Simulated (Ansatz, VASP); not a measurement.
LiF in VASP and in Ansatz

```
Li F
1.0
     0.78750    2.47500    2.47500
     2.47500    0.78750    2.47500
     2.47500    2.47500    0.78750
Li F
1 1
Direct
  0.00000 0.00000 0.00000
  0.50000 0.50000 0.50000
```

Alike in both runs: task single point; functional PBE; k mesh 12 × 12 × 12; occupations gaussian, width 0.05 eV; no spin polarisation.

|  | VASP | Ansatz |
| --- | --- | --- |
| version | VASP 6.6.1 | Ansatz 0.2.0 |
| potentials or method | VASP PAW PBE potentials, release 64 (Li_sv, F) | scalar-relativistic, plane waves, PAW |
| plane-wave cutoff (eV) | 520 | 420 |
| valence electrons in the cell | 10 | 10 |

|  | VASP | Ansatz | Ansatz less VASP |
| --- | --- | --- | --- |
| gap on the k mesh at the Fermi level (eV) | 4.17 | 4.15 | -0.018 |
| least direct gap on the mesh (eV) | 4.17 | 4.15 | -0.018 |

 Expect the measured gap to be larger: semilocal functionals such as PBE lack the derivative discontinuity. A k mesh can miss the band edges.
